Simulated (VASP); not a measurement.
# BN (P6_3/mmc) in VASP: a series of runs, part 2 of 3

VASP 6.6.1. Earlier steps stand in the parts before.

## Step 3: Single point, PBEsol

INCAR

```
SYSTEM = BN
PREC     = Accurate       ! precision mode
ENCUT    = 520            ! plane-wave cutoff, eV
EDIFF    = 1E-6           ! SCF threshold, eV
ISMEAR   = 0              ! smearing method
SIGMA    = 0.02           ! smearing width, eV
LREAL    = .FALSE.        ! projectors in reciprocal space
LASPH    = .TRUE.         ! aspherical terms in the spheres
NELM     = 100            ! most SCF steps
ALGO     = Normal         ! electronic algorithm
ISIF     = 2              ! what is computed and relaxed
LWAVE    = .FALSE.        ! write WAVECAR
LCHARG   = .FALSE.        ! write CHGCAR
GGA      = PS             ! functional
NBANDS   = 16             ! bands
```

KPOINTS

```
regular mesh
0
G
  12 12 4
  0 0 0
```

POSCAR

```
BN
1.0
    2.5043488625      0.0000000000      0.0000000000
   -1.2521744313      2.1688297349      0.0000000000
    0.0000000000      0.0000000000      7.0190946040
B N
2 2
Direct
    0.3333333333      0.6666666667      0.2500000000
    0.6666666667      0.3333333333      0.7500000000
    0.3333333333      0.6666666667      0.7500000000
    0.6666666667      0.3333333333      0.2500000000
```

Potentials or basis: VASP PAW PBE potentials, release 64 (B, N).

The run is started by

```console
> cat potpaw_PBE.64/B/POTCAR potpaw_PBE.64/N/POTCAR > POTCAR
> mpirun -np 1 vasp_std > vasp.out
```

OUTCAR:

```text
SYSTEM = BN
   PREC = Accurate
   ENCUT = 520
   EDIFF = 1E-6
   ISMEAR = 0
   LREAL = .FALSE.
   LASPH = .TRUE.
   NELM = 100
   ISIF = 2
   GGA = PS

 ion  position               nearest neighbor table
   1  0.333  0.667  0.250-   4 1.45   4 1.45   4 1.45
   2  0.667  0.333  0.750-   3 1.45   3 1.45   3 1.45
   3  0.333  0.667  0.750-   2 1.45   2 1.45   2 1.45
   4  0.667  0.333  0.250-   1 1.45   1 1.45   1 1.45

  LATTYP: Found a hexagonal cell.
 ALAT       =     2.5043488625
 C/A-ratio  =     2.8027623104

  Lattice vectors:

 A1 = (   2.5043488625,   0.0000000000,   0.0000000000)
 A2 = (  -1.2521744313,   2.1688297349,   0.0000000000)
 A3 = (   0.0000000000,   0.0000000000,   7.0190946040)

Analysis of symmetry for initial positions (statically):
=====================================================================
 Subroutine PRICEL returns:
 Original cell was already a primitive cell.

 Routine SETGRP: Setting up the symmetry group for a
 hexagonal supercell.

 Subroutine GETGRP returns: Found 24 space group operations
 (whereof 12 operations were pure point group operations)
 out of a pool of 24 trial point group operations.

The static configuration has the point symmetry D_3d.
 The point group associated with its full space group is D_6h.

Analysis of symmetry for dynamics (positions and initial velocities):
=====================================================================
 Subroutine PRICEL returns:
 Original cell was already a primitive cell.

 Routine SETGRP: Setting up the symmetry group for a
 hexagonal supercell.

 Subroutine GETGRP returns: Found 24 space group operations
 (whereof 12 operations were pure point group operations)
 out of a pool of 24 trial point group operations.

The dynamic configuration has the point symmetry D_3d.
 The point group associated with its full space group is D_6h.

 Subroutine INISYM returns: Found 24 space group operations
 (whereof 12 operations are pure point group operations),
 and found     1 'primitive' translations

[... 115 lines left out ...]
   IALGO  =     38    algorithm
   IMIX   =      4    mixing-type and parameters
     AMIX     =   0.40;   BMIX     =  1.00
     AMIX_MAG =   1.60;   BMIX_MAG =  1.00
  volume/ion in A,a.u.               =       9.53        64.32
  Fermi-wavevector in a.u.,A,eV,Ry     =   1.225691  2.316220 20.440286  1.502319
  Thomas-Fermi vector in A             =   2.360720
   LORBIT       =      0    0 simple, 1 ext, 2 COOP (PROOUT), +10 PAW based schemes
   GGA     = PS    functional components
   LHFCALC =     F    Hartree Fock is set to
   AEXX    =    0.0000 exact exchange contribution
   IVDW    =     0    specifies the selected vdW correction
   LEPSILON=     F    determine dielectric tensor
   LRPA    =     F    only Hartree local field effects (RPA)
 non-spin polarized calculation
 Gauss-broadening in eV      SIGMA  =   0.02
  energy-cutoff  :      520.00
  volume of cell :       38.12
 maximum number of plane-waves:      1058
 NGX is ok and might be reduce to    20
   NGX =  9   NGY =  9   NGZ = 27

 number of electron      15.9999998 magnetization

 Free energy of the ion-electron system (eV)
  ---------------------------------------------------
  ext. energy  EPLUGINS =         0.00000000
  ---------------------------------------------------
  free energy    TOTEN  =       -36.57082501 eV

  energy without entropy =      -36.57082501  energy(sigma->0) =      -36.57082501

 E-fermi :   1.9222     XC(G=0):  -9.9266

 val. band max:        1.7577934900   @ k =   0.3333   0.3333   0.5000
 cond. band min:       6.0159868778   @ k =   0.5000   0.0000   0.0000
 fundamental gap:      4.2581933878
 Fermi energy:         1.9222083976

 k-point     1 :       0.0000    0.0000    0.0000
  band No.  band energies     occupation
      1     -15.9526      2.00000
      2     -15.7561      2.00000
      3      -4.3041      2.00000
      4      -2.6523      2.00000
      5       0.4494      2.00000
      6       0.4494      2.00000
[... 433 lines left out ...]
      3      -5.1178      2.00000
      4      -5.0839      2.00000
      5      -1.8104      2.00000
      6      -1.7847      2.00000
[... 8 lines left out ...]
     15      18.1426      0.00000
     16      20.1310      0.00000

 [... further k-points ...]
[... 5 lines left out ...]
  --------------------------------------------------------------------------------------
  -------------------------------------------------------------------------------------
  Total        0.1164503      0.1164503     -0.0248499     -0.0000000     -0.0000000      0.0000000
  in kB        4.8938394      4.8938394     -1.0443203     -0.0000000     -0.0000000      0.0000000
  external PRESSURE =       2.9144529 kB  Pullay stress =       0.0000000 kB

 VOLUME and BASIS-vectors are now :
 -----------------------------------------------------------------------------
  energy-cutoff  :      520.00
  volume of cell :       38.12
      direct lattice vectors                 reciprocal lattice vectors
     2.504348863  0.000000000  0.000000000     0.399305390  0.230539075  0.000000000
    -1.252174431  2.168829735  0.000000000     0.000000000  0.461078149  0.000000000
     0.000000000  0.000000000  7.019094604     0.000000000  0.000000000  0.142468517

 POSITION                                       TOTAL-FORCE (eV/Angst)
 -----------------------------------------------------------------------------------
     -0.00000      1.44589      1.75477         0.000000     -0.000000      0.000000
      1.25217      0.72294      5.26432        -0.000000      0.000000      0.000000
     -0.00000      1.44589      5.26432         0.000000     -0.000000      0.000000
      1.25217      0.72294      1.75477         0.000000      0.000000      0.000000
 -----------------------------------------------------------------------------------
    total drift:                               -0.000000      0.000000     -0.000000

  FREE ENERGIE OF THE ION-ELECTRON SYSTEM (eV)
  ---------------------------------------------------
  free  energy   TOTEN  =       -36.5708250056 eV

  energy  without entropy=      -36.5708250056  energy(sigma->0) =      -36.57082501
```

OSZICAR:

```text
N       E                     dE             d eps       ncg     rms          rms(c)
DAV:   1     0.502074311585E+02    0.50207E+02   -0.78433E+03  1832   0.913E+02
DAV:   2    -0.367167349158E+02   -0.86924E+02   -0.79528E+02  2544   0.222E+02
DAV:   3    -0.400445943247E+02   -0.33279E+01   -0.33176E+01  2344   0.438E+01
DAV:   4    -0.400677520359E+02   -0.23158E-01   -0.23154E-01  2320   0.397E+00
DAV:   5    -0.400679873170E+02   -0.23528E-03   -0.23527E-03  2304   0.386E-01    0.110E+01
DAV:   6    -0.369637931390E+02    0.31042E+01   -0.49745E+00  2368   0.168E+01    0.504E+00
DAV:   7    -0.366614665816E+02    0.30233E+00   -0.52201E-01  2408   0.520E+00    0.310E+00
DAV:   8    -0.365740347196E+02    0.87432E-01   -0.23044E-01  2320   0.317E+00    0.464E-01
DAV:   9    -0.365698164915E+02    0.42182E-02   -0.14473E-02  2072   0.953E-01    0.182E-01
DAV:  10    -0.365706973939E+02   -0.88090E-03   -0.11674E-03  2088   0.256E-01    0.310E-02
DAV:  11    -0.365708129376E+02   -0.11554E-03   -0.82370E-05  2256   0.679E-02    0.227E-02
DAV:  12    -0.365708248769E+02   -0.11939E-04   -0.26285E-05  2000   0.333E-02    0.207E-03
DAV:  13    -0.365708250056E+02   -0.12869E-06   -0.58587E-07  2032   0.608E-03
   1 F= -.36570825E+02 E0= -.36570825E+02  d E =-.350096E-33
```

stdout:

```text
POSCAR found type information on POSCAR B N
 POSCAR found :  2 types and       4 ions
 scaLAPACK will be used
 -----------------------------------------------------------------------------
|                                                                             |
|                                                                             |
|     You enforced a specific xc type in the INCAR file but a different       |
|     I HOPE YOU KNOW WHAT YOU ARE DOING!                                     |
|                                                                             |
 -----------------------------------------------------------------------------

 LDA part: xc-table for (Slater+PW92), standard interpolation
 POSCAR, INCAR and KPOINTS ok, starting setup
 FFT: planning ... GRIDC
 FFT: planning ... GRID_SOFT
 FFT: planning ... GRID
 WAVECAR not read
 entering main loop
```

It took 22 s on 1 thread of AMD EPYC 9R14 (Zen 4), shared host; peak memory 0.13 GiB.

Results:

| Property | Result |
| --- | --- |
| Free energy | -36.5708 eV |
| Pressure | 0.3 GPa |
| Band gap on the k mesh | 4.26 eV, indirect (least direct gap 4.60 eV) |

Stress tensor (GPa, compression positive):
```
 0.49  0.00  0.00
 0.00  0.49  0.00
 0.00  0.00 -0.10
```

Caveat: the PAW data sets were made with another functional, which shifts forces and pressure a little; this functional lacks dispersion, which binds the layers, so the pressure and a relaxed spacing across them are unreliable. A hybrid or GW would open this gap; PBEsol tends to underestimate it.

(Continued in part 3 of 3.)
